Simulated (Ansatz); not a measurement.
## Au: pressure against volume

Au, Fm-3m, a = 4.158 Å. Ansatz: PBE, PAW, 420 eV, Γ-centred 18×18×18 mesh on 1 atom, Gaussian smearing 0.10 eV; no spin polarisation. Symmetry fixes shape and atoms, so the cell is only scaled; pressure is positive in compression.

```
V (Å³/atom) P (GPa)
     16.895    10.45
     17.434     4.69
     17.973    -0.02
     18.513    -3.85
     19.052        ?
```

Question: Take V0 = 17.973 Å³/atom, count pressures from its P0 = -0.02 GPa, fit the third-order Birch–Murnaghan form to the other rows, and predict the missing pressure.

Answer: With the Eulerian strain f = ½[(V0/V)^(2/3) − 1] and y = (P − P0)/[3f(1 + 2f)^(5/2)], the form is the line y = B0 + 1.5 B0 (B0′ − 4) f. Rows (f, y): 0.02105, 149.6; 0.01025, 145.6; -0.00977, 137.3. Means f = 0.007177, y = 144.17; Σ(Δf)² = 0.0004891, ΣΔfΔy = 0.1962; the slope is their ratio. y = 141.3 + 401.0 f GPa, so B0 = 141.3 GPa and B0′ = 4 + 2 × (401.0)/(3 × 141.3) = 5.89. At V = 19.052, f = -0.01906, y = 133.66 and P = -6.95 GPa. The run gave -6.93 GPa, so the fit is 0.02 GPa too low, a small miss on the scale of the series. The form still works here, 33 % of the fitted range beyond its end.

Spin–orbit coupling is left out, which can shift energies with elements as heavy as these.